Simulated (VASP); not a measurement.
# InAs: two structures compared in the RPA: zincblende and rocksalt

InAs, F-43m (no. 216), 2 atoms in the cell. PBE, RPA total energies; PAW potentials In_d_GW, As_GW (PBE set).

## Input

INCAR.step1:
```
  ISMEAR = 0
  SIGMA = 0.05
  EDIFF = 1E-7
  PREC = Accurate
  LASPH = T
  LREAL = F
  LCHARG = F
  ENCUT = 405
  GGA = PE
  IBRION = 2
  NSW = 40
  ISIF = 3
  EDIFFG = -0.003
  LWAVE = F
```

INCAR.step3:
```
  ISMEAR = 0
  SIGMA = 0.05
  EDIFF = 1E-8
  PREC = Accurate
  LASPH = T
  LREAL = F
  LCHARG = F
  ENCUT = 300
  GGA = PE
  LWAVE = T
  ALGO = Normal
  KPAR = 8
```

INCAR.step4, as INCAR.step3 but for:
```
- LWAVE = T
- ALGO = Normal
+ ALGO = Eigenval
+ NELM = 1
+ LWAVE = F
+ PRECFOCK = Fast
+ LHFCALC = T
+ AEXX = 1.0
+ ALDAC = 0.0
+ AGGAC = 0.0
+ HFRCUT = -1
```

INCAR.step5:
```
  ISMEAR = 0
  SIGMA = 0.05
  EDIFF = 1E-8
  PREC = Accurate
  LASPH = T
  LREAL = F
  LCHARG = F
  ENCUT = 300
  GGA = PE
  ALGO = ACFDT
  NOMEGA = 12
  LWAVE = F
  PRECFOCK = Fast
  ESF_SPLINES = T
```

KPOINTS.step1:
```
k-points
0
Gamma
  10 10 10
```

KPOINTS.step3:
```
k-points
0
Gamma
  6 6 6
```

KPOINTS.step5:
```
k-points
0
Gamma
  5 5 5
```

POSCAR.step1:
```
InAs
1.0
    0.0000000000      3.0180000000      3.0180000000
    3.0180000000      0.0000000000      3.0180000000
    3.0180000000      3.0180000000      0.0000000000
In As
1 1
Direct
    0.0000000000      0.0000000000      0.0000000000
    0.2500000000      0.2500000000      0.2500000000
```

POSCAR.step2:
```
InAs
1.0
    0.0000000000      2.8362549460      2.8362549460
    2.8362549460      0.0000000000      2.8362549460
    2.8362549460      2.8362549460      0.0000000000
In As
1 1
Direct
    0.0000000000      0.0000000000      0.0000000000
    0.5000000000      0.5000000000      0.5000000000
```

Commands (each step's output is kept before the next begins):
```
cat potpaw_PBE.64/In_d_GW/POTCAR potpaw_PBE.64/As_GW/POTCAR > POTCAR
cp INCAR.step1 INCAR
cp KPOINTS.step1 KPOINTS
cp POSCAR.step1 POSCAR
mpirun -np 8 vasp_std > vasp.out
cp CONTCAR CONTCAR.first
rm WAVECAR CHG
cp POSCAR.step2 POSCAR
mpirun -np 8 vasp_std > vasp.out
cp CONTCAR CONTCAR.second
rm WAVECAR CHG
cp CONTCAR.first POSCAR
cp INCAR.step3 INCAR
cp KPOINTS.step3 KPOINTS
mpirun -np 8 vasp_std > vasp.out
cp CONTCAR.first POSCAR
cp INCAR.step4 INCAR
mpirun -np 8 vasp_std > vasp.out
rm WAVECAR CHG
cp CONTCAR.first POSCAR
cp INCAR.step5 INCAR
cp KPOINTS.step5 KPOINTS
mpirun -np 8 vasp_std > vasp.out
rm WAVECAR CHG
cp CONTCAR.second POSCAR
cp INCAR.step3 INCAR
cp KPOINTS.step3 KPOINTS
mpirun -np 8 vasp_std > vasp.out
cp CONTCAR.second POSCAR
cp INCAR.step4 INCAR
mpirun -np 8 vasp_std > vasp.out
rm WAVECAR CHG
cp CONTCAR.second POSCAR
cp INCAR.step5 INCAR
cp KPOINTS.step5 KPOINTS
mpirun -np 8 vasp_std > vasp.out
```

## Result

- RPA energy difference (meV/atom): 195.2

Energy of rocksalt less zincblende, each relaxed in PBE:

| Method | meV/atom |
|---|---|
| PBE | 178.2 |
| Exact exchange, no correlation | 829.6 |
| RPA | 195.2 |

VASP 6.6.1 took 1180 s on 8 cores (Intel Xeon Platinum 8488C (Sapphire Rapids)), a shared host.
